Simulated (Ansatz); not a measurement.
Runs of Ansatz 0.2.0 on Sb. The structure is trigonal, space group R-3m (No. 166). Conventional cell: a = 4.308 Å, b = 4.308 Å, c = 11.274 Å, α = 90.00°, β = 90.00°, γ = 120.00°. Sb (site symmetry 3m) is surrounded by 3 Sb at 2.91 Å. 

```tsv
task	level	potentials or basis	cell	k mesh	cutoff (eV)	smearing	points for each segment of the path	mesh quality	gap on the mesh (eV)	pressure (GPa)	largest force (eV/Å)
band structure	r2SCANh	Ansatz PAW	as given	4 × 4 × 4	500	fermi-dirac 0.05 eV	4	coarse	0.46	-	(b)
single point	PBE	Ansatz PAW	as given	8 × 8 × 8	420	gaussian 0.014 eV	-	not flagged	none	2.7	(a)
band structure	B3LYP	Ansatz PAW	as given	4 × 4 × 4	420	fermi-dirac 0.05 eV	4	coarse	0.74	-	0.39
relaxation of cell and atoms	revPBE	Ansatz PAW	relaxed	8 × 8 × 8	420	fermi-dirac 0.05 eV	-	not flagged	none	0.0	-
```

Alike in all rows: no spin polarisation.

Task: Estimate the missing entries.

Result: (a) 0.14; (b) 0.34.

Caveats: some runs use coarse meshes; the PAW data sets come from PBE, with cores solved anew for the run's functional, which leaves a small shift of forces and pressure (some runs); spin-orbit coupling is left out, which moves the levels of the heavy elements (some runs); the potentials were made for another functional, which shifts forces and pressure (some runs); the k mesh misses the band edges, so the gap on the mesh is wider than the one along the path (some runs); the plane-wave basis is chosen anew once the cell has moved, so the energies of steps on either side of that aren't comparable (some runs).

A k mesh can miss the band edges, and the runs leave out spin-orbit coupling on Sb.

A gap of «none» marks a metal or a gap under the smearing width.

Not every run made on this cell is shown here.
